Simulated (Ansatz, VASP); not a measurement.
CoSi in VASP and in Ansatz

```
Co Si
1.0
     0.00000    2.54359    2.54359
     2.54359    0.00000    2.54359
     2.54359    2.54359    0.00000
Co Si
1 1
Direct
  0.00000 0.00000 0.00000
  0.25000 0.25000 0.25000
```

Alike in both runs: functional PBE; k mesh 14 × 14 × 14; occupations gaussian, width 0.1 eV; no spin polarisation.

Ansatz relaxed the structure, and its values are those at the end. VASP's run is a single point on that final structure, the one shown.

|  | VASP | Ansatz |
| --- | --- | --- |
| version | VASP 6.6.1 | Ansatz 0.2.0 |
| potentials or method | VASP PAW PBE potentials, release 64 (Co, Si) | scalar-relativistic, plane waves, PAW |
| plane-wave cutoff (eV) | 520 | 420 |
| valence electrons in the cell | 13 | 21 |

|  | VASP | Ansatz | Ansatz less VASP |
| --- | --- | --- | --- |
| gap on the k mesh at the Fermi level (eV) | none | none | - |
| pressure (GPa) | 0.0 | 0.0 | +0.02 |

A gap of «none» marks a metal or a gap that the smearing closes. The two sets of potentials don't hold the same shells in valence.

Spin polarisation is off, so any magnetic state and its effect on volume and gap are missing.
